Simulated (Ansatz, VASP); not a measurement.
## FeO (Wuestite) in VASP and in Ansatz

```
Fe O
1.0
     0.00000    2.11140    2.11140
     2.11140    0.00000    2.11140
     2.11140    2.11140    0.00000
Fe O
1 1
Direct
  0.00000 0.00000 0.00000
  0.50000 0.50000 0.50000
```

Change from the starting cell: volume scaled by 0.94.

Alike in both runs: task single point; functional LDA; k mesh 11 × 11 × 11; occupations fermi-dirac, width 0.05 eV; collinear spin.

|  | VASP | Ansatz |
| --- | --- | --- |
| version | VASP 6.6.1 | Ansatz 0.2.0 |
| potentials or method | VASP PAW LDA potentials, release 64 (Fe, O), cutoff 520 eV | all-electron LAPW, scalar-relativistic |

Ansatz gave:

* gap on the k mesh at the Fermi level (eV): none
* pressure (GPa): -4.9
* net moment per atom (μB): 1.98
* size of the moment on the site where the two differ most (μB): 3.54

What did VASP give for the same quantities?

gap on the k mesh at the Fermi level (eV): none; pressure (GPa): -5.9; net moment per atom (μB): 1.93; size of the moment on the site where the two differ most (μB): 3.47.

Site moments also hang on the region over which each program counts them. A gap of «none» marks a metal or a gap that the smearing closes. Ansatz ran all-electron here, so the differences hold the error of VASP's frozen core and of both bases.

Caveats: a cell with one magnetic atom can't hold antiferromagnetic order, which such compounds often take; semilocal functionals often make such compounds metallic where correlation or magnetic order opens a gap, which also shifts bond lengths.
